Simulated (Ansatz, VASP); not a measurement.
# BN: VASP beside Ansatz

```
B N
1.0
     0.00000    1.81947    1.81947
     1.81947    0.00000    1.81947
     1.81947    1.81947    0.00000
B N
1 1
Direct
  0.00000 0.00000 0.00000
  0.25000 0.25000 0.25000
```

Change from the starting cell: volume scaled by 1.02, ions relaxed.

Alike in both runs: task relaxation of the atoms; functional PBE; k mesh 14 × 14 × 14; occupations fermi-dirac, width 0.02 eV; no spin polarisation.

|  | VASP | Ansatz |
| --- | --- | --- |
| version | VASP 6.6.1 | Ansatz 0.2.0 |
| potentials or method | VASP PAW PBE potentials, release 64 (B, N) | plane-wave PAW, scalar-relativistic |
| plane-wave cutoff (eV) | 520 | 420 |
| valence electrons in the cell | 8 | 8 |

```csv
,VASP,Ansatz,Ansatz less VASP
"gap on the k mesh at the Fermi level, each at its own relaxed structure (eV)",4.44,4.45,+0.012
```

Ansatz warned: «stress_scf_threshold_loose».

Caveats: the relaxation stopped at its first step, so nothing moved. A k mesh can miss the band edges.
